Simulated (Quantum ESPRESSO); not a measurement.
TaN:

```xyz
2
Lattice="0.0000 2.2113 2.2113 2.2113 0.0000 2.2113 2.2113 2.2113 0.0000" Properties=species:S:1:pos:R:3 pbc="T T T"
Ta    2.2113    2.2113    2.2113
N     0.0000    0.0000    0.0000
```

The cell comes from a database or a generator and needn't be the stable form of this composition.

```yaml
Program: Quantum ESPRESSO 7.5
Task: phonon dispersion
Functional: PBE
Potentials_or_basis: GBRV 1.5 PBE
Cutoff: 762 eV
Density_cutoff: 6095 eV
k_mesh: 8 × 8 × 8
Occupations: cold, width 0.2 eV
Spin: no spin polarisation
Mixing_beta: 0.5
Most_SCF_iterations: 120
SCF_threshold: 4e-10 Ry
q_mesh: 2 × 2 × 2
```

The cell and the atoms were relaxed first, to 10.78 Å³/atom (a = 3.124 Å, b = 3.124 Å, c = 3.124 Å, α = 60.00°, β = 60.00°, γ = 60.00°), and the response was taken there.

Is this structure dynamically stable at this level, and how far does the spectrum reach?

No: the interpolated spectrum has imaginary modes, down to 263i cm⁻¹ near X. The highest frequency is 533 cm⁻¹.

Phonon frequencies at the corners of the path (cm⁻¹, interpolated; i marks imaginary ones):
```csv
point,frequencies
Γ,0 0 0 417 417 417
X,263i 77i 77i 420 437 437
W,175i 175i 93 456 456 456
K,211i 77i 33i 443 452 472
L,81i 67 67 448 533 533
U,211i 77i 33i 443 452 472
```

Phonon states per cell in windows of 50 cm⁻¹ (negative: imaginary):
| from (cm⁻¹) | total | Ta | N |
| --- | --- | --- | --- |
| -300 | 0.00 | 0.00 | 0.00 |
| -250 | 0.11 | 0.09 | 0.02 |
| -200 | 0.26 | 0.22 | 0.03 |
| -150 | 0.50 | 0.46 | 0.04 |
| -100 | 0.74 | 0.70 | 0.03 |
| -50 | 0.32 | 0.31 | 0.01 |
| 0 | 0.37 | 0.36 | 0.01 |
| 50 | 0.70 | 0.69 | 0.01 |
| 100 | 0.00 | 0.00 | 0.00 |
| 150 | 0.00 | 0.00 | 0.00 |
| 200 | 0.00 | 0.00 | 0.00 |
| 250 | 0.00 | 0.00 | 0.00 |
| 300 | 0.00 | 0.00 | 0.00 |
| 350 | 0.00 | 0.00 | 0.00 |
| 400 | 1.13 | 0.07 | 1.06 |
| 450 | 1.52 | 0.08 | 1.45 |
| 500 | 0.34 | 0.00 | 0.34 |

A q mesh this small can miss soft modes between its points.

Caveat: the mesh is thin for the phonons of a metal; some modes are imaginary; the q mesh is small, so phonon branches between its points and thermal values are rough.
